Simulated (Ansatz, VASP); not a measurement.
## HgSe: VASP beside Ansatz

```
CELL_PARAMETERS angstrom
0.00000 3.13075 3.13075
3.13075 0.00000 3.13075
3.13075 3.13075 0.00000
ATOMIC_POSITIONS crystal
Hg 0.00000 0.00000 0.00000
Se 0.25000 0.25000 0.25000
```

Alike in both runs: functional PBE; k mesh 12 × 12 × 12; occupations fermi-dirac, width 0.15 eV; no spin polarisation.

Ansatz relaxed the structure, and its values are those at the end. VASP's run is a single point on that final structure, the one shown.

|  | VASP | Ansatz |
| --- | --- | --- |
| version | VASP 6.6.1 | Ansatz 0.2.0 |
| potentials or method | VASP PAW PBE potentials, release 64 (Hg, Se) | scalar-relativistic, plane waves, PAW |
| plane-wave cutoff (eV) | 520 | 420 |
| valence electrons in the cell | 18 | 36 |

|  | VASP | Ansatz | Ansatz less VASP |
| --- | --- | --- | --- |
| gap on the k mesh at the Fermi level (eV) | none | none | - |
| pressure (GPa) | 0.2 | 0.0 | -0.19 |

A gap of «none» marks a metal or a gap that the smearing closes. With one functional, cell and mesh, what is left measures potentials, basis and numerics. The two sets of potentials don't hold the same shells in valence.

Spin-orbit coupling is left out, which matters for the levels of Hg.
